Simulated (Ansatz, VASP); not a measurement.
## Two plane-wave programs on Zr

```
Zr
1.0
     3.23200    0.00000    0.00000
    -1.61600    2.79899    0.00000
     0.00000    0.00000   27.86750
Zr
6
Direct
  0.66667 0.33333 0.26913
  0.33333 0.66667 0.36148
  0.66667 0.33333 0.45383
  0.33333 0.66667 0.54617
  0.66667 0.33333 0.63852
  0.33333 0.66667 0.73087
```

Alike in both runs: task single point; functional PBE; k mesh 9 × 9 × 1; occupations fermi-dirac, width 0.05 eV; no spin polarisation.

|  | VASP | Ansatz |
| --- | --- | --- |
| version | VASP 6.6.1 | Ansatz 0.2.0 |
| potentials or method | VASP PAW PBE potentials, release 64 (Zr_sv) | Ansatz PAW |
| plane-wave cutoff (eV) | 520 | 420 |
| valence electrons in the cell | 72 | 72 |

|  | VASP | Ansatz | Ansatz less VASP |
| --- | --- | --- | --- |
| gap on the k mesh at the Fermi level (eV) | none | none | - |
| rms of the force components (eV/Å) | 0.238 | 0.238 | -0.0001 |

Atom by atom the forces differ by 0.001 eV/Å (rms over components). A gap of «none» marks a metal or a gap that the smearing closes. With one functional, cell and mesh, what is left measures potentials, basis and numerics.
